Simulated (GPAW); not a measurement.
SnSe in GPAW: the effect of volume scale

The system is SnSe.

```
Sn Se
1.0
     0.00000    2.94855    2.94855
     2.94855    0.00000    2.94855
     2.94855    2.94855    0.00000
Sn Se
1 1
Direct
  0.00000 0.00000 0.00000
  0.50000 0.50000 0.50000
```

Measurements of this composition are mostly on another form, of space group No. 62.

Alike in all runs:

| Property | Result |
| --- | --- |
| Program | GPAW 26.7.0 |
| Task | dielectric tensor |
| Functional | PBE |
| Potentials or basis | GPAW PAW data sets (gpaw-data 1.2.1) |
| Cutoff | 400 eV |
| Basis | pw |
| k mesh | 6 × 6 × 6 |
| Occupations | fermi-dirac, width 0.001 eV |
| Spin | no spin polarisation |

| volume scale | gap on the mesh (eV) | dielectric constant (mean) |
| --- | --- | --- |
| 0.94 | 0.87 | 205.42 |
| 0.96 | ? | ? |
| 0.98 | 0.68 | 702.28 |

Question: What does the run with volume scale 0.96 give?

Answer: gap on the mesh 0.77 eV; dielectric constant 424.40 mean.

Caveats: the long-wavelength limit can be off by a per cent or two; spin-orbit coupling is left out, which moves the levels of the heavy elements; an odd mesh through Γ misses points on the zone boundary, where band edges often lie; the gap is small at this level, which inflates the dielectric constant (some runs).
